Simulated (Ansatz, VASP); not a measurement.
**C: VASP beside Ansatz**

Contents of INCAR:

```
  ALGO = Normal
  DIPOL = 0.5 0.5 0.500
  EDIFF = 1E-6
  ENCUT = 520
  GGA = PE
  IDIPOL = 3
  ISIF = 2
  ISMEAR = 0
  IVDW = 12
  LASPH = True
  LCHARG = False
  LDIPOL = True
  LREAL = False
  LWAVE = False
  NBANDS = 16
  NELM = 80
  PREC = Accurate
  SIGMA = 0.1
```

File KPOINTS:

```
k-points
0
Gamma
  9 9 1
```

File POSCAR:

```
C
1.0
    2.4649634493      0.0000000000      0.0000000000
   -1.2324817246      2.1347209665      0.0000000000
    0.0000000000      0.0000000000     32.7405396780
C
4
Direct
    0.0000000000      0.0000000000      0.4485306358
    0.6666666667      0.3333333333      0.4485306310
    0.0000000000      0.0000000000      0.5514693690
    0.3333333333      0.6666666667      0.5514693642
```

Input for Ansatz:

```yaml
crystal:
  lattice:
    - [2.4649634496, 0.0, 0.0]
    - [-1.2324817248, 2.1347209668, 0.0]
    - [0.0, 0.0, 32.7405397249]
  atoms:
    - { symbol: C, position: [0.0, 0.0, 0.4485306355] }
    - { symbol: C, position: [0.6666666667, 0.3333333333, 0.4485306307] }
    - { symbol: C, position: [0.0, 0.0, 0.5514693693] }
    - { symbol: C, position: [0.3333333333, 0.6666666667, 0.5514693645] }
  periodic: [true, true, false]
basis:
  ecutwfc: 420
kpoints:
  mp_grid: { grid: [9, 9, 1] }
hamiltonian:
  xc: pbe
  dispersion: d3bj
scf:
  occupations: { method: gaussian, width: 0.1 }
output:
  forces: true
  stress: true
  eigenvalues: true
```

Alike in both runs: task single point; functional PBE; dispersion D3(BJ); k mesh 9 × 9 × 1; occupations gaussian, width 0.1 eV; no spin polarisation.

```csv
,VASP,Ansatz
version,VASP 6.6.1,Ansatz 0.2.0
potentials or method,"VASP PAW PBE potentials, release 64 (C)","scalar-relativistic, plane waves, PAW"
plane-wave cutoff (eV),520,420
valence electrons in the cell,16,16
```

```csv
,VASP,Ansatz,Ansatz less VASP
gap on the k mesh at the Fermi level (eV),none,none,-
rms of the force components (eV/Å),0.011,0.011,0.0000
"work function, face that differs most (eV)",4.27,4.27,+0.008
```

Atom by atom the forces differ by 0.000 eV/Å (rms over components). A gap of «none» marks a metal or a gap that the smearing closes.
